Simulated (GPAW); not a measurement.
# Fe2Ge (P6/mmm) in GPAW: further runs

The runs below take Fe2Ge through band structure, with PBEsol.

All numbers are computed with GPAW 26.7.0; they aren't measurements. Logs are shortened: lines on timing, memory, paths and dates and some standing lists are left out, and cuts for length are marked. The log counts tension as positive stress, the text compression.

## Step 1: Starting point

The structure is hexagonal, space group P6/mmm (No. 191). The conventional cell has a = 4.164 Å, b = 4.164 Å, c = 2.626 Å, α = 90.00°, β = 90.00°, γ = 120.00°. Ge (site symmetry 6/mmm) has 2 Ge at 2.63 Å and 12 Fe at 2.74 Å as nearest neighbours. Fe (site symmetry -6m2) is surrounded by 5 Fe at 2.40 to 2.63 Å and 6 Ge at 2.74 Å.

The cell comes from a database or a generator and needn't be the stable form of this composition.

## Step 2: Band structure, PBEsol, collinear spin, ferromagnetic start

File run.py:

```python
from ase import Atoms
from ase.dft.bandgap import bandgap
from ase.io import write
from ase.units import GPa
from gpaw import GPAW, PW, setup_paths

setup_paths.insert(0, '.')

atoms = Atoms(['Ge', 'Fe', 'Fe'],
              cell=[[4.1636340796, 0.0, 0.0],
                    [-2.0818170398, 3.605812885, 0.0],
                    [0.0, 0.0, 2.626466]],
              scaled_positions=[[0.0, 0.0, 0.0],
                                [0.3333333333, 0.6666666667, 0.5],
                                [0.6666666667, 0.3333333333, 0.5]],
              pbc=True)
atoms.set_initial_magnetic_moments([0.0, 3.0, 3.0])

calc = GPAW(mode=PW(600),
            xc='PBEsol',
            kpts={'size': (7, 7, 10), 'gamma': True},
            occupations={'name': 'fermi-dirac', 'width': 0.05},
            nbands=23,
            convergence={'density': 1e-05, 'energy': 1e-05},
            maxiter=150,
            txt='gpaw.txt')
atoms.calc = calc
energy = atoms.get_potential_energy()
forces = atoms.get_forces()
stress = atoms.get_stress()
calc.write('gs.gpw')
write('result.traj', atoms)
print(f'Energy: {energy:.6f} eV')
print('Forces (eV/A):')
print(forces.round(4))
print('Stress (GPa):', (stress / GPa).round(3))
print('Moments:', calc.get_magnetic_moments().round(3))
print('Fermi level:', round(calc.get_fermi_level(), 4), 'eV')
print(f'Gap: {bandgap(calc)[0]:.4f} eV, direct: {bandgap(calc, direct=True)[0]:.4f} eV')

path = atoms.cell.bandpath('GMKGALHA,LM,KH', npoints=80, eps=1e-4)
bs_calc = calc.fixed_density(kpts=path, symmetry='off', nbands=34,
                             convergence={'bands': 'CBM+6.0', 'eigenstates': 1e-6}, txt='bands.txt')
bs = bs_calc.band_structure()
bs.write('bs.json')
print(f'Gap on the path: {bandgap(bs_calc)[0]:.4f} eV')
```

Potentials or basis: PAW data sets generated in the run's folder for this functional, pw.

Command:

```sh
$ gpaw-setup -f PBEsol Fe Ge
$ OMP_NUM_THREADS=1 python run.py
```

gpaw.txt:

```text
__  _  _
 | _ |_)|_||  |
 |__||  | ||/\| - 26.7.0

Input parameters:
  mode=PW(ecut=600.0),
  convergence={'density': 1e-05, 'energy': 1e-05},
  kpts=MonkhorstPack(size=(7, 7, 10), gamma=True),
  maxiter=150,
  nbands=23,
  occupations=Occupations(name='fermi-dirac', width=0.05),
  xc=XC(name='PBEsol')

Diagonalizing LCAO Hamiltonian
Converting LCAO to pw mode

         Fe
             Fe

       Ge

Atoms  # Å, Bohr magnetons
|   | symbol |         x |        y |        z |    initial magnetic moments |
|---|--------|-----------|----------|----------|-----------------------------|
| 0 |     Ge |  0.000000 | 0.000000 | 0.000000 | ( 0.0000,  0.0000,  0.0000) |
| 1 |     Fe | -0.000000 | 2.403875 | 1.313233 | ( 0.0000,  0.0000,  3.0000) |
| 2 |     Fe |  2.081817 | 1.201938 | 1.313233 | ( 0.0000,  0.0000,  3.0000) |

Unit cell  # Å
| periodic |         x |        y |        z |  lengths |     angles |
|----------|-----------|----------|----------|----------|------------|
|      yes |  4.163634 | 0.000000 | 0.000000 | 4.163634 |  90.000000 |
|      yes | -2.081817 | 3.605813 | 0.000000 | 4.163634 |  90.000000 |
|      yes |  0.000000 | 0.000000 | 2.626466 | 2.626466 | 120.000000 |

Number of symmetries: 24
Symmetry operations  # r_c * U_cc + t_c -> r_c
|    | kind |            matrix            |
|----|------|------------------------------|
|  0 |  σ   |  1, 1, 0,  0,-1, 0,  0, 0, 1 |
|  1 |  C2  |  1, 1, 0,  0,-1, 0,  0, 0,-1 |
|  2 |  C6  |  1, 1, 0, -1, 0, 0,  0, 0, 1 |
|  3 |  S6  |  1, 1, 0, -1, 0, 0,  0, 0,-1 |
|  4 |  E   |  1, 0, 0,  0, 1, 0,  0, 0, 1 |
|  5 |  σ   |  1, 0, 0,  0, 1, 0,  0, 0,-1 |
|  6 |  σ   |  1, 0, 0, -1,-1, 0,  0, 0, 1 |
|  7 |  C2  |  1, 0, 0, -1,-1, 0,  0, 0,-1 |
|  8 |  σ   |  0, 1, 0,  1, 0, 0,  0, 0, 1 |
|  9 |  C2  |  0, 1, 0,  1, 0, 0,  0, 0,-1 |
| 10 |  C3  |  0, 1, 0, -1,-1, 0,  0, 0, 1 |
| 11 |  S3  |  0, 1, 0, -1,-1, 0,  0, 0,-1 |
| 12 |  C6  |  0,-1, 0,  1, 1, 0,  0, 0, 1 |
| 13 |  S6  |  0,-1, 0,  1, 1, 0,  0, 0,-1 |
| 14 |  σ   |  0,-1, 0, -1, 0, 0,  0, 0, 1 |
| 15 |  C2  |  0,-1, 0, -1, 0, 0,  0, 0,-1 |
| 16 |  σ   | -1, 0, 0,  1, 1, 0,  0, 0, 1 |
| 17 |  C2  | -1, 0, 0,  1, 1, 0,  0, 0,-1 |
| 18 |  C2  | -1, 0, 0,  0,-1, 0,  0, 0, 1 |
| 19 |  i   | -1, 0, 0,  0,-1, 0,  0, 0,-1 |
| 20 |  C3  | -1,-1, 0,  1, 0, 0,  0, 0, 1 |
| 21 |  S3  | -1,-1, 0,  1, 0, 0,  0, 0,-1 |
| 22 |  σ   | -1,-1, 0,  0, 1, 0,  0, 0, 1 |
| 23 |  C2  | -1,-1, 0,  0, 1, 0,  0, 0,-1 |

BZ-sampling:
  Number of BZ points: 490
  Number of IBZ points: 48

  Monkhorst-Pack size: [7, 7, 10]
  Monkhorst-Pack shift: [0.0, 0.0, 0.05]

K-points  # in reciprocal-cell coordinates
|     |                                coordinates |     weight |
|-----|--------------------------------------------|------------|
|   0 | (  0.00000000,   0.00000000,   0.00000000) | 0.00204082 |
|   1 | (  0.00000000,   0.00000000,   0.10000000) | 0.00408163 |
|   2 | (  0.00000000,   0.00000000,   0.20000000) | 0.00408163 |
|   3 | (  0.00000000,   0.00000000,   0.30000000) | 0.00408163 |
|   4 | (  0.00000000,   0.00000000,   0.40000000) | 0.00408163 |
|   5 | (  0.00000000,   0.00000000,   0.50000000) | 0.00204082 |
|   6 | (  0.14285714,   0.00000000,   0.00000000) | 0.01224490 |
|   7 | (  0.14285714,   0.00000000,   0.10000000) | 0.02448980 |
|   8 | (  0.14285714,   0.00000000,   0.20000000) | 0.02448980 |
|   9 | (  0.14285714,   0.00000000,   0.30000000) | 0.02448980 |
| ... |                                            |            |
|  47 | (  0.42857143,   0.42857143,   0.50000000) | 0.01224490 |

Plane wave coefficients: 1337
Cutoff: 600.0 eV

Spin-components: 2 (collinear spins)
Bands:           23
Projectors:      17
Spin-degeneracy: 1
Datatype:        complex128

Parallelization:
  kpt:    1
  domain: 1
  band:   1

Density:
  Valence electrons: 20.0
  Components: 2
  Grid points: [24 24 15]
  Charge: 0.0  # |e|

Potential:
  Grid points: [24 24 15]

species:
  Ge:
    name:    Germanium
    Z:       32.0
    valence: 4
    core:    28
    charge:  0.0  # [|e|]
    compensation charges:
      type: gauss
      rc: 0.32  # [Å]
      lmax: 2
    cutoffs:
      filter: 1.77  # [Å]
      core: 3.42  # [Å]
    projectors
    | kind |    occ | energy [eV] | rcut [Å] |
    |------|--------|-------------|----------|
    |   4s |  2.000 |     -11.738 |    1.005 |
    |   4p |  2.000 |      -3.898 |    1.005 |
    |    s |        |      15.473 |    1.005 |
    |    p |        |      23.314 |    1.005 |
    |    d |        |       0.000 |    1.005 |

    Using partial waves for Ge as LCAO basis

  Fe:
    name:    Iron
    Z:       26.0
    valence: 8
    core:    18
    charge:  0.0  # [|e|]
    compensation charges:
      type: gauss
      rc: 0.33  # [Å]
      lmax: 2
    cutoffs:
      filter: 2.06  # [Å]
      core: 2.67  # [Å]
    projectors
    | kind |    occ | energy [eV] | rcut [Å] |
    |------|--------|-------------|----------|
    |   4s |  2.000 |      -5.310 |    1.164 |
    |   4p |  0.000 |      -1.300 |    1.058 |
    |   3d |  6.000 |      -7.529 |    1.058 |
    |    s |        |      21.902 |    1.164 |
    |    p |        |      25.911 |    1.058 |
    |    d |        |      19.682 |    1.058 |

    Using partial waves for Fe as LCAO basis

Reference energy: -126230.059139  # eV

eigensolver:
  PPCG
  Converge bands: occupied
  niter=2

density mixing:
  MSR1-Mixer
  Pratt-step length: 0.05
  Maximum mixing coefficient: 0.75
  Old densities: 10
  SVD Regularization: 0.005
  Good broyden scale: 1.0
  Trust region scale: 1.0
  Backstep threshold: 4.0
  History deletion threshold: 6.0
  Fourier metric: weight=20.0, sigma=0.015

occupation numbers:
  Fermi-Dirac:
    width: 0.0500  # eV

poisson solver:
  ecut: 4800.0  # eV

xc functional:
  name: PBEsol with 2 nearest neighbor stencil

convergence criteria:
- Maximum integral of absolute [dens]ity change: 1e-05 electrons / valence electron
- Maximum [total energy] change in last 3 cyles: 1e-05 eV / valence electron
- Maximum integral of absolute [eigenst]ate change: 4e-08 eV^2 / valence electron
maximum number of iterations: 150

SCF iterations
|iter     | |      energy | eigst |  dens |  magmom |
|---------|-|-------------|-------|-------|---------|
|iter:   1| |  -23.854037 | +0.26 |       |  +6.0109|
|iter:   2| |  -23.698522 | -1.90 | -0.88 |  +5.9521|
|iter:   3| |  -23.535711 | -2.17 | -0.96 |  +5.6779|
|iter:   4| |  -23.588998 | -2.59 | -1.26 |  +5.4367|
|iter:   5| |  -23.619713 | -3.04 | -1.51 |  +5.2475|
|iter:   6| |  -23.627473 | -3.57 | -1.86 |  +5.0945|
|iter:   7| |  -23.627621 | -4.86 | -2.59 |  +5.0552|
|iter:   8| |  -23.627570c| -6.09 | -3.05 |  +5.0337|
|iter:   9| |  -23.627561c| -6.56 | -3.43 |  +5.0334|
|iter:  10| |  -23.627560c| -7.45c| -4.02 |  +5.0341|
|iter:  11| |  -23.627559c| -7.60c| -4.59 |  +5.0341|
|iter:  12| |  -23.627559c| -8.45c| -5.42c|  +5.0340|

Converged in 12 steps
Energy contributions relative to reference atoms: (reference = -126230.059139)

Energy contributions:
  Kinetic:          33.042940
  Coulomb:         -26.231926
  Zero:              0.056543
  External:          0.000000
  Xc:              -30.484458
  Entropy:          -0.021316
  Spinorbit:         0.000000
  ----------------------------
  Free energy:     -23.638217
  Extrapolated:    -23.627559

dipole moment: (-6.781803, -11.746428, -8.556072)  # |e|*Ang

Total magnetic moment: (0.000000, 0.000000, 5.034033)

Local magnetic moments
|        x |        y |        z |
|----------|----------|----------|
| 0.000000 | 0.000000 | 0.013924 |  # Ge   0
| 0.000000 | 0.000000 | 2.425903 |  # Fe   1
| 0.000000 | 0.000000 | 2.425903 |  # Fe   2

Fermi level: 10.251
Eigenvalues  # (at kpt = [0.000, 0.000, 0.000])
| band index |      eig [eV] | occ [0-1] |      eig [eV] | occ [0-1] |
|------------|---------------|-----------|---------------|-----------|
|          0 |        -2.486 |     1.000 |        -2.346 |     1.000 |
|          1 |         5.476 |     1.000 |         6.318 |     1.000 |
|          2 |         5.476 |     1.000 |         6.318 |     1.000 |
|          3 |         6.181 |     1.000 |         7.699 |     1.000 |
|          4 |         7.192 |     1.000 |         8.941 |     1.000 |
|          5 |         7.389 |     1.000 |         9.065 |     1.000 |
[... 9 lines left out ...]
|         15 |        12.992 |     0.000 |        13.893 |     0.000 |
|         16 |        17.281 |     0.000 |        18.170 |     0.000 |
|        ... |               |           |               |           |
|         22 |        30.968 |     0.000 |        31.173 |     0.000 |

No gap
No difference between direct/indirect transitions

Forces  # eV/Ang
|       x |        y |       z |
|---------|----------|---------|
| 0.00000 |  0.00000 | 0.00000 |  # Ge   0
| 0.00000 |  0.00000 | 0.00000 |  # Fe   1
| 0.00000 | -0.00000 | 0.00000 |  # Fe   2

Stress tensor  # eV/Ang^3
|         x |         y |        z |
|-----------|-----------|----------|
|  0.037912 | -0.000000 | 0.000000 |
| -0.000000 |  0.037912 | 0.000000 |
|  0.000000 |  0.000000 | 0.032739 |

# Writing to gs.gpw (mode='')
```

bands.txt:

```text
Diagonalizing LCAO Hamiltonian
Converting LCAO to pw mode
convergence criteria:
- Maximum integral of absolute [eigenst]ate change: 1e-06 eV^2 / valence electron
maximum number of iterations: 150

SCF iterations
|iter     | |      energy | eigst |  dens |  magmom |
[... 87 lines left out ...]
         [0.33333333, 0.33333333, 0.16666667],
         [0.33333333, 0.33333333, 0.20833333],
         [0.33333333, 0.33333333, 0.25      ],
         [0.33333333, 0.33333333, 0.29166667],
         [0.33333333, 0.33333333, 0.33333333],
         [0.33333333, 0.33333333, 0.375     ],
         [0.33333333, 0.33333333, 0.41666667],
         [0.33333333, 0.33333333, 0.45833333],
         [0.33333333, 0.33333333, 0.5       ]])),
  maxiter=150,
  nbands=34,
  occupations=Occupations(name='fermi-dirac', width=0.05),
  symmetry=Symmetry(point_group=False, time_reversal=False),
  xc=XC(name='PBEsol')
```

Wall time 2.3 min (1 thread of Arm Neoverse V1, shared host); peak memory 0.36 GiB.

Results:

* Free energy: -23.6382 eV
* Pressure: -5.8 GPa
* Band gap along the path: none (metal or under the smearing width)
* Net moment: 5.03 μB per cell
* Site moments: Ge +0.01; Fe +2.43 μB

Levels at the corners of the path, in eV from the Fermi level:
Spin up:
```tsv
point	band 10	band 11	band 12	band 13	band 14	band 15	band 16	band 17
Γ	-1.46	-1.46	0.15	2.05	2.05	2.74	2.74	7.03
M	-1.65	-1.34	-1.32	-0.93	2.02	9.37	9.50	10.34
K	-1.92	-1.92	-1.26	-0.61	5.85	6.59	6.59	9.53
Γ	-1.46	-1.46	0.15	2.05	2.05	2.74	2.74	7.03
A	-2.38	-0.57	-0.31	3.62	3.62	4.51	6.01	7.55
L	-1.10	-0.66	-0.61	-0.13	2.23	3.61	3.66	3.89
H	-1.27	-1.27	-0.52	0.55	0.55	2.30	2.30	8.28
A	-2.38	-0.57	-0.31	3.62	3.62	4.51	6.01	7.55
L	-1.10	-0.66	-0.61	-0.13	2.23	3.61	3.66	3.89
M	-1.65	-1.34	-1.32	-0.93	2.02	9.37	9.50	10.34
K	-1.92	-1.92	-1.26	-0.61	5.85	6.59	6.59	9.53
H	-1.27	-1.27	-0.52	0.55	0.55	2.30	2.30	8.28
```
Spin down:
| point | band 3 | band 4 | band 5 | band 6 | band 7 | band 8 | band 9 | band 10 | band 11 | band 12 |
| --- | --- | --- | --- | --- | --- | --- | --- | --- | --- | --- |
| Γ | -3.93 | -2.55 | -1.31 | -1.19 | -1.19 | 0.48 | 0.48 | 0.77 | 1.47 | 1.47 |
| M | -3.58 | -3.13 | -1.69 | -1.50 | -1.40 | 0.31 | 0.42 | 0.83 | 1.24 | 1.32 |
| K | -6.31 | -1.71 | -1.49 | -1.49 | -0.87 | -0.87 | 0.07 | 0.91 | 0.91 | 1.73 |
| Γ | -3.93 | -2.55 | -1.31 | -1.19 | -1.19 | 0.48 | 0.48 | 0.77 | 1.47 | 1.47 |
| A | -1.99 | -1.99 | -1.14 | -1.14 | -0.86 | -0.85 | -0.34 | -0.34 | 1.18 | 1.94 |
| L | -3.49 | -3.42 | -2.16 | -1.36 | -1.14 | 0.59 | 0.61 | 1.19 | 1.46 | 1.73 |
| H | -3.52 | -3.52 | -1.51 | -1.51 | -0.68 | 0.21 | 0.65 | 0.65 | 0.83 | 1.91 |
| A | -1.99 | -1.99 | -1.14 | -1.14 | -0.86 | -0.85 | -0.34 | -0.34 | 1.18 | 1.94 |
| L | -3.49 | -3.42 | -2.16 | -1.36 | -1.14 | 0.59 | 0.61 | 1.19 | 1.46 | 1.73 |
| M | -3.58 | -3.13 | -1.69 | -1.50 | -1.40 | 0.31 | 0.42 | 0.83 | 1.24 | 1.32 |
| K | -6.31 | -1.71 | -1.49 | -1.49 | -0.87 | -0.87 | 0.07 | 0.91 | 0.91 | 1.73 |
| H | -3.52 | -3.52 | -1.51 | -1.51 | -0.68 | 0.21 | 0.65 | 0.65 | 0.83 | 1.91 |

## Step 3: Band structure, PBEsol, collinear spin, ferromagnetic start, spin-orbit coupling

Edit run.py of step 2 so:

```diff
@@ -1 +1,2 @@
+import numpy as np
 from ase import Atoms
@@ -5,2 +6,3 @@
 from gpaw import GPAW, PW, setup_paths
+from gpaw.spinorbit import soc_eigenstates
 
@@ -46 +48,7 @@
 print(f'Gap on the path: {bandgap(bs_calc)[0]:.4f} eV')
+
+soc = soc_eigenstates(bs_calc, theta=90, phi=45)
+np.savetxt('soc_bands.dat', soc.eigenvalues(), fmt='%.4f')
+mesh = soc_eigenstates('gs.gpw', theta=90, phi=45)
+np.savetxt('soc_mesh.dat', mesh.eigenvalues(), fmt='%.4f')
+print('Fermi level with spin-orbit coupling:', round(mesh.fermi_level, 4), 'eV')
```

Potentials or basis: PAW data sets generated in the run's folder for this functional, pw.

Command:

```sh
$ gpaw-setup -f PBEsol Fe Ge
$ OMP_NUM_THREADS=1 python run.py
```

It took 2.4 min on 1 thread of Arm Neoverse V1, shared host; peak memory 0.43 GiB.

Results (log left out):

```
Free energy             : -23.6382 eV
Pressure                : -5.8 GPa
Band gap along the path : none (metal or under the smearing width)
Net moment              : 5.03 μB per cell
Site moments            : Ge +0.01; Fe +2.43 μB
```

Stress tensor (GPa, compression positive):
```
-6.07  0.00  0.00
 0.00 -6.07  0.00
 0.00  0.00 -5.25
```

Levels at the corners of the path, in eV from the Fermi level:
```csv
point,band 18,band 19,band 20,band 21,band 22,band 23
Γ,-1.19,0.15,0.48,0.48,0.77,1.47
M,-1.33,-1.32,-0.92,0.31,0.42,0.83
K,-1.26,-0.87,-0.87,-0.61,0.07,0.91
Γ,-1.19,0.15,0.48,0.48,0.77,1.47
A,-0.85,-0.56,-0.34,-0.34,-0.31,1.19
L,-0.66,-0.61,-0.14,0.59,0.61,1.19
H,-0.70,-0.50,0.21,0.55,0.55,0.65
A,-0.85,-0.56,-0.34,-0.34,-0.31,1.19
L,-0.66,-0.61,-0.14,0.59,0.61,1.19
M,-1.33,-1.32,-0.92,0.31,0.42,0.83
K,-1.26,-0.87,-0.87,-0.61,0.07,0.91
H,-0.70,-0.50,0.21,0.55,0.55,0.65
```

Caveat: spin-orbit coupling was added after a scalar SCF, so levels and gaps hold it while energy, forces, pressure and moments don't; this program's spin-orbit splittings come out too wide for heavy elements.
